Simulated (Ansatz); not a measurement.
## What strain does to NaH (rocksalt)

NaH built on the rocksalt prototype, relaxed with r2SCAN in Ansatz. The symmetry is Fm-3m (No. 225, cubic); conventional cell a = 4.795 Å, 13.78 Å³ an atom. Na is surrounded by 6 H at 2.40 Å; H is surrounded by 6 Na at 2.40 Å.

The axes x, y and z are those of this cell:
```
Na H
1.0
     0.00000    2.39751    2.39751
     2.39751    0.00000    2.39751
     2.39751    2.39751    0.00000
Na H
1 1
Direct
  0.00000 0.00000 0.00000
  0.50000 0.50000 0.50000
```

Unstrained: PBE gives an indirect gap of 3.802 eV, from W to L; the least direct gap is 4.672 eV at L. r2SCAN gives an indirect gap of 4.401 eV, from W to L; the least direct gap is 5.264 eV at L. The HSE06 gap is indirect, 4.849 eV (W to L), below the direct gap of 5.811 eV at L. Meshes: PBE 10×10×10, r2SCAN 10×10×10, HSE06 6×6×6. Strains are changes of length per length. After each strain the atoms were relaxed again with r2SCAN within the symmetry that the strain leaves, so tilts or polar shifts that break it weren't tested; points keep the names that they have in the unstrained zone. Calculated for a static, non-magnetic cell.

Changes of the least gap in eV (an overlap counts as a negative gap):

| strain | volume change (%) | space group | PBE | r2SCAN | HSE06 | energy rise, r2SCAN (meV/atom) |
| --- | --- | --- | --- | --- | --- | --- |
| uniaxial +2.34 % along [111] | +2.3 | R-3m | -0.180 | -0.183 | -0.188 | 1.3 |

Uniaxial +2.34 % along [111], other directions held. HSE06: the gap goes from 4.849 to 4.661 eV (-0.188 eV). Stress change with r2SCAN, compression positive: xx -0.54, yy -0.54, zz -0.54, xy -0.38, xz -0.38, yz -0.38 GPa.

The meshes of the hybrids are coarse, so their gaps aren't converged to the digits shown.
